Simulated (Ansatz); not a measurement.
A single-point calculation of a 6-atom cell of TiO2 (I4_1/amd) from a materials database with Ansatz, at the level HSE06. The cell was relaxed with r2SCAN and then strained, so it isn't that functional's minimum.

The input:
```yaml
crystal:
  lattice:
    - [2.6712058821, -2.6712807144, -0.0199768312]
    - [2.6712058821, 2.6712807144, -0.0199768312]
    - [-2.6352899207, 0.0, 4.8119333394]
  atoms:
    - { symbol: Ti, position: [0.1250075053, 0.8749924947, 0.25] }
    - { symbol: Ti, position: [0.8749924947, 0.1250075053, 0.75] }
    - { symbol: O, position: [0.3322533902, 0.0822599383, 0.6645088197] }
    - { symbol: O, position: [0.6677466098, 0.9177400617, 0.3354911803] }
    - { symbol: O, position: [0.9177400617, 0.6677466098, 0.8354911803] }
    - { symbol: O, position: [0.0822599383, 0.3322533902, 0.1645088197] }
kpoints:
  mp_grid: { grid: [4, 4, 4] }
  band_path:
    path:
      - [0.0, 0.0, 0.0]
      - [0.5, 0.4999999749, -0.4999852153]
      - [0.5, 0.4999999749, -0.2499852153]
      - [0.5, -2.51e-08, 7.3986e-06]
      - [0.0, 0.0, 0.4999999999]
      - [0.422316477, -2.12e-08, 0.2888480106]
      - [0.577683523, -2.9e-08, -0.2888332133]
      - [0.577683523, 0.422316448, -0.4999852133]
      - [0.422316477, 0.4223164558, 0.0776960106]
      - [0.0, 0.0, 0.3]
      - [0.4375, -0.4375, 0.0]
    npoints: 1
hamiltonian:
  xc: hse06
scf:
  occupations: { method: fixed }
  n_extra_bands: 5
output:
  forces: true
  stress: true
  eigenvalues: true
```

Run as `ansatz run input.yaml --threads 4 --pin off --max-ram 4608MiB --backend cpu --events-out ev --progress --plain --runs-dir out`. Wall time 49 s on 4 threads of Arm Neoverse V2, with other jobs on the host, load about 0.3 per core; peak host memory 1.3 GiB.

What the program printed (shortened):
```
Warning: 8 symmetry operations that the atoms keep within the bar at which the run's group was sought (crystal.symmetry.tolerance 1.0e-5, or twice it) were not taken beside the 4 unitary ones that the detection took (of a slab, those that keep its plane). […]
scf.n_extra_bands = 5 over 24 filled bands (N_el = 48.0): the run solves 29 bands
Pseudopotential: Ti, paw, valence charge 12, recommended cutoff 420 eV (normal)
Pseudopotential: O, paw, valence charge 6, recommended cutoff 420 eV (normal)
Functional definition: HSE06
Crystal: 6 atoms, lattice volume = 68.390 Å³
Basis set: ecut = 420 eV, 1317 PW (Γ)
Symmetry: 4 space group operations
Space group: C2/c (ITA 15)
k-points: 24 of 64
Exchange kernel: α = 0.2500, screened, ω = 0.2079 Å⁻¹, Wigner–Seitz truncation, v(0) = 1034.2246 eV·Å³, q-mesh 4×4×4
hybrid outer 1: dexx = +5.988e-2 eV, tail = 1.56e-4 eV
hybrid outer 2: dexx = +7.991e-6 eV, tail = 6.68e-8 eV, Δε = 5.45e-3 eV, ΔF = 5.69e-3 eV/Å
Free energy (F): -7276.002531 eV
Fermi energy:    6.226699 eV
--- Forces (eV/Å), atoms counted from 1 ---
  atom   1  Ti      0.00000    -0.00008      0.00000
  atom   2  Ti      0.00000      0.00008      0.00000
  atom   3  O     -0.00126      0.00002    -0.15318
  atom   4  O       0.00126    -0.00002      0.15318
  atom   5  O       0.00126      0.00002      0.15318
  atom   6  O     -0.00126    -0.00002    -0.15318
--- Stress (GPa, compression-positive) ---
       -2.396116       0.000000      -0.005109
        0.000000      -2.395998       0.000000
       -0.005109       0.000000      -2.969659
  P = ⅓ Tr σ = -2.5873 GPa (-25.873 kbar)
```

The file bands.tsv (bands near the Fermi energy, numbered from 0, rounded):
```tsv
# k_distance	band_19	band_20	band_21	band_22	band_23	band_24	band_25	band_26	band_27
# fermi_ev = 6.226699
# [0, 0, 0] at k_distance = 0.000000
# [0.5, 0.4999999749, -0.4999852153] at k_distance = 1.176062
# [0.5, 0.4999999749, -0.2499852153] at k_distance = 1.503852
# [0.5, -0.0000000251, 0.0000073986] at k_distance = 2.335453
# [0, 0, 0.4999999999] at k_distance = 3.229325
# [0.422316477, -0.0000000212, 0.2888480106] at k_distance = 3.931724
# [0.577683523, -0.000000029, -0.2888332133] at k_distance = 4.636392
# [0.577683523, 0.422316448, -0.4999852133] at k_distance = 5.338790
# [0.422316477, 0.4223164558, 0.0776960106] at k_distance = 6.043459
# [0, 0, 0.3] at k_distance = 7.070830
# [0.4375, -0.4375, 0] at k_distance = 8.172499
# levels_relative_to = fermi_ev
0.000	-0.800	-0.767	-0.767	-0.428	-0.428	3.696	4.531	5.801	5.801
1.176	-2.838	-2.145	-2.145	0.000	0.000	5.044	5.044	5.538	5.538
1.504	-3.188	-1.670	-1.670	-0.190	-0.190	5.285	5.285	5.299	5.299
2.335	-2.088	-2.032	-0.955	-0.882	-0.665	4.969	5.263	5.302	5.395
3.229	-1.442	-1.337	-1.337	-0.056	-0.056	4.099	4.099	5.605	5.605
3.932	-1.922	-1.256	-0.963	-0.900	-0.857	4.905	5.265	5.279	5.342
4.636	-1.922	-1.256	-0.963	-0.900	-0.857	4.905	5.265	5.279	5.342
5.339	-2.960	-1.973	-1.973	-0.040	-0.040	5.011	5.011	5.477	5.477
6.043	-2.960	-1.973	-1.973	-0.040	-0.040	5.011	5.011	5.477	5.477
7.071	-1.232	-1.184	-1.184	-0.135	-0.135	3.859	4.349	5.636	5.636
8.172	-2.606	-2.575	-1.679	-0.160	0.057	4.918	5.144	5.369	5.607
```
In order the rows are Γ, X, P, N, M, S, S₀, R, G, Γ–M (0.60), Γ–X (0.88).

The HSE06 gap is indirect, 3.64 eV (Γ–X (0.88 of the way from Γ) to Γ), below the direct gap of 3.99 eV at Γ–M (0.50 of the way from Γ). Edges are sought over the mesh and the listed points. The mean pressure at these positions is -2.6 GPa, compression counted positive. The stress of a hybrid is loosely converged here. The largest force is 0.15 eV/Å.

Calculated for a static, non-magnetic cell.

The meshes of the hybrids are coarse, so their gaps aren't converged to the digits shown.
